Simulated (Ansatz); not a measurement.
A plane-wave DFT run in Ansatz 0.2.0 (scalar-relativistic PAW potentials unless the input names others): input and command.

```yaml
crystal:
  lattice:
    - [-0.0271852277, 1.8123485119, 1.8123485119]
    - [1.8123485119, -0.0271852277, 1.8123485119]
    - [1.7851632842, 1.7851632842, 0.0]
  atoms:
    - { symbol: B, position: [0.0, 0.0, 0.0] }
    - { symbol: "N", position: [0.75, 0.75, 0.75] }
basis:
  ecutwfc: 420
kpoints:
  mp_grid: { grid: [12, 12, 12] }
hamiltonian:
  xc: pbe
scf:
  occupations: { method: methfessel_paxton, width: 1.0 }
  max_iter: 50
output:
  forces: true
  eigenvalues: true
  stress: true
```

```bash
ansatz run input.yaml --threads 1 --pin off --max-ram 2560MiB --backend cpu --events-out ev --progress --plain --runs-dir out
```

Abridged log:
```
Basis set: ecut = 420 eV, 255 PW (Γ), exchange–correlation on 36×36×36 points (8 copies of the dense FFT grid, shifted against one another)
Bands: 8, of which v1, the nominal top of the filled ones, is band 4 counted from 1 (3 counted from 0)
Symmetry: 4 space group operations
k-points: 280 of 1728 (time reversal used)
SCF iter   1: F=—  HF=-542.260845 eV  |F-HF|=—  |Δ(HF+E_count)|=         —  Δρ=1.70e-3  dr2=1.70e-4  ethr=1.77e-3  ⟨swp⟩=4.9  Hψ=13097  notcnv=0
SCF iter   2: F=—  HF=-542.260952 eV  |F-HF|=—  |Δ(HF+E_count)|=   1.06e-4  S|Δr|=    0.00e0  Δρ=8.77e-4  dr2=2.55e-5  ethr=2.13e-6  ⟨swp⟩=2.1  Hψ=5529  notcnv=0
SCF iter   3: F=—  HF=-542.260998 eV  |F-HF|=—  |Δ(HF+E_count)|=   4.65e-5  S|Δr|=    0.00e0  Δρ=3.80e-4  dr2=5.98e-6  ethr=3.19e-7  ⟨swp⟩=2.1  Hψ=3212  notcnv=0
SCF iter   4: F=-542.261012 eV  HF=-542.261012 eV  |F-HF|=1.89e-8  |Δ(HF+E_count)|=   1.37e-5  S|Δr|=    0.00e0  Δρ=2.36e-5  dr2=2.13e-8  ethr=1.25e-9  ⟨swp⟩=4.4  Hψ=13211  notcnv=0
SCF 1 converged in 4 iterations: F = -542.261012 eV  dr2 = 2.13e-8
SCF converged after 4 iterations
Stability not checked: this state was not tested for a lower state beside it, because cold or Methfessel-Paxton smearing, or corrected tetrahedra, fill the levels in a way that the test cannot read (fill_not_monotonic; see scf.lower_state_search)
Free energy (F): -542.261012 eV
Harris-Foulkes:  -542.261012 eV  (|F-HF|=1.89e-8)
Internal energy: -542.261297 eV  (E = F + TS)
E sigma→0 (E₀):  -542.261083 eV
Entropy (-TS):   0.000285 eV (0.143 meV/atom)
Fermi energy:    13.421748 eV
Step filling:    the computed levels leave a gap of 4.3486 eV = 4.3 smearing widths at the electron count; against every level under it full and every level over it empty, smearing changes F+E_penalty+E_count by +0.022 meV and its σ→0 estimate by -0.050 meV
--- Forces (eV/Å), atoms counted from 1 ---
  atom   1  B      0.00000000     0.00000000     0.04002048
  atom   2  N      0.00000000     0.00000000    -0.04003558
--- Stress (GPa, compression-positive) ---
        0.548891      13.288624       0.000000
       13.288624       0.548891       0.000000
        0.000000       0.000000       0.116409
  P = ⅓ Tr σ = 0.4047 GPa (4.047 kbar)
```

One setting here is unusual or wrong in general: a smearing of electronvolts (scf.occupations: {"method": "gaussian", "width": 0.05} → {"method": "methfessel_paxton", "width": 1.0}). For this cell it did little harm to the result: the run converged in 4 SCF iterations (reference: 6) with an energy at zero smearing 0.02 meV/atom below the reference's, pressure 0.40 GPa, largest force 0.040 eV/Å, gap on the mesh 4.35 eV. A reference run from the same start on usual settings converged with pressure 0.40 GPa, largest force 0.040 eV/Å, gap on the mesh 4.35 eV.

Time: 2.3 s on 1 thread of Arm Neoverse V2 (shared host), peak memory 0.29 GiB.